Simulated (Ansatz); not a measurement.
# Ta: from a trial structure to a relaxed crystal

Level of theory: DFT PBE, scalar-relativistic, plane waves, PAW (Ansatz 0.2.0). Cutoff 420 eV, Γ-centred k mesh, Gaussian smearing, no spin polarisation in the final step.

The start is a random cell of Ta without symmetry, drawn with lower limits on the distances.

```xyz
6
Lattice="5.9607 0.0000 0.0000 2.5173 5.5627 0.0000 -0.8914 -0.7456 4.3131" Properties=species:S:1:pos:R:3 pbc="T T T"
Ta    3.4061    3.0980    0.6433
Ta    4.6094    0.7317    1.8503
Ta    0.8930   -0.0081    2.3700
Ta    4.6572    3.3039    3.9866
Ta    6.3986    3.8248    3.9066
Ta    2.1878   -0.3208    3.9192
```

Cell and atoms relax at zero pressure; the relaxation can't lower the symmetry of the start. After a coarse first stage the cell is made exact in the group found at 0.06 Å.

**Question.** Which crystal results?

**Answer.** It ends in Im-3m (No. 229). The result has the bcc structure. Conventional cell: a = 3.319 Å. Ta is coordinated by 8 Ta at 2.87 Å and 6 Ta at 3.32 Å.

Space group Im-3m (No. 229). a = 3.319 Å, b = 3.319 Å, c = 3.319 Å, α = 90.00°, β = 90.00°, γ = 90.00°
```tsv
atom	site	symmetry	x	y	z
Ta	2a	m-3m	0.0000	0.0000	0.0000
```

**Question.** What are its volume, density and gap?

**Answer.** The volume per atom is 18.28 Å³, the density is 16.44 g/cm³ and the gap on the 24×24×24 mesh is 0 eV (a metal).

The final run used a 24×24×24 mesh on its 1-atom cell and 0.10 eV smearing. Spin–orbit coupling is left out. Symmetry constrained the relaxation, so the result can be a saddle point. The steps took roughly 3 core-minutes in all.